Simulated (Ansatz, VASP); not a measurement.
**One calculation of Pb, two programs**

```
Pb
1.0
     0.00000    2.42996    2.55146
     2.42996    0.00000    2.55146
     2.42996    2.42996    0.00000
Pb
1
Direct
  0.00000 0.00000 0.00000
```

Alike in both runs: task single point; functional LDA; k mesh 18 × 18 × 18; occupations gaussian, width 0.15 eV; no spin polarisation.

```csv
,VASP,Ansatz
version,VASP 6.6.1,Ansatz 0.2.0
potentials or method,"VASP PAW LDA potentials, release 64 (Pb_d)","scalar-relativistic, plane waves, PAW"
plane-wave cutoff (eV),520,420
valence electrons in the cell,14,14
```

```csv
,VASP,Ansatz,Ansatz less VASP
gap on the k mesh at the Fermi level (eV),none,none,-
pressure (GPa),-1.7,-1.7,-0.05
largest component of the traceless stress (GPa),0.11,0.11,-0.006
```

A gap of «none» marks a metal or a gap that the smearing closes.

Spin-orbit coupling is left out, which matters for the levels of Pb.
